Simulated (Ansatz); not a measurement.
Runs of Ansatz 0.2.0 on Si2Mo. The structure is tetragonal, space group I4/mmm (No. 139). The conventional cell has a = 3.200 Å, b = 3.200 Å, c = 7.861 Å, α = 90.00°, β = 90.00°, γ = 90.00°. Mo (site symmetry 4/mmm) is surrounded by 10 Si at 2.62 Å. Si (site symmetry 4mm) is surrounded by 5 Si at 2.61 to 2.63 Å and 5 Mo at 2.62 Å. 

```tsv
task	level	cell	k mesh	points for each segment of the path	mesh quality	gap on the mesh (eV)	pressure (GPa)	relaxed volume (Å³/atom)	largest force (eV/Å)
relaxation of cell and atoms	PBEsol+D4	relaxed	12 × 12 × 12	-	not flagged	-	0.0	13.05	0.01
band structure	HSE03	as given	6 × 6 × 6	4	coarse	none	(b)	-	0.43
relaxation of cell and atoms	RPBE+D3(BJ)	relaxed	12 × 12 × 12	-	not flagged	-	0.0	11.65	-
band structure	HSEsol	as given	6 × 6 × 6	4	coarse	none	(a)	-	(c)
relaxation of cell and atoms	PBEsol+D3(BJ)	relaxed	12 × 12 × 12	-	not flagged	none	0.0	12.88	-
relaxation of cell and atoms	RPBE+D4	relaxed	12 × 12 × 12	-	not flagged	-	0.0	12.97	-
```

Alike in all rows: potentials or basis Ansatz PAW; no spin polarisation; cutoff (eV) 420; smearing fermi-dirac 0.05 eV.

Question: Fill in the values left out.

Answer: (a) -6.9; (b) -3.2; (c) 0.48.

Caveats: some runs use coarse meshes; the PAW data sets come from PBE, with cores solved anew for the run's functional, which leaves a small shift of forces and pressure; the plane-wave basis is chosen anew once the cell has moved, so the energies of steps on either side of that aren't comparable (some runs); the thresholds are loose for stress (some runs); the volume moved by -13 % from the deposited cell, more than functionals usually miss (some runs); pairwise dispersion overbinds metals, which lowers pressure and volume (some runs).

A k mesh can miss the band edges, and the runs leave out spin-orbit coupling on Mo.

A gap of «none» marks a metal or a gap under the smearing width.

Runs at the PBE level aren't shown here.
